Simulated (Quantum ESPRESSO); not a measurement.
**Ge under changes of volume**

One of the cells (19.607 Å³/atom); the others are scaled copies at fixed shape and fractional positions:

```
Ge
1.0
     1.39715   -2.60052    0.00000
     1.39715    2.60052    0.00000
     0.00000    0.00000    2.69823
Ge
1
Direct
  0.50000 0.50000 0.00000
```

This isn't the form of Ge at room conditions, which is diamond.

| Item | Value |
| --- | --- |
| Program | Quantum ESPRESSO 7.5 |
| Functional | LDA |
| Potentials or basis | GBRV 1.5 LDA |
| Cutoff | 612 eV |
| Density cutoff | 4898 eV |
| k mesh | 11 × 11 × 10 |
| Occupations | fermi-dirac, width 0.05 eV |
| Spin | no spin polarisation |

```tsv
volume (Å³/atom)	energy over the lowest point (meV/atom)	pressure (GPa)
18.431	0.00	-2.0
18.823	6.18	-3.4
19.215	15.74	-4.7
19.607	28.28	-5.8
19.999	43.46	-6.9
20.391	61.00	-7.7
20.783	?	?
```

**Question.** What does the run at 20.783 Å³/atom give?

**Answer.** Energy over the lowest point 80.60 meV/atom; pressure -8.5 GPa.

Worked out: A Birch-Murnaghan fit of order 3 (a polynomial in V^(-2/3)) to the other rows has its minimum at 18.01 Å³/atom, just outside them, with B0 = V·E''(V) = 81 GPa and B' = 4.5 at fixed shape and positions, which overstates the stiffness. It gives 80.61 meV/atom at 20.783 Å³/atom, against the run's 80.60, and -dE/dV = -8.4 GPa, against -8.5.

Energies are extrapolated to zero smearing.
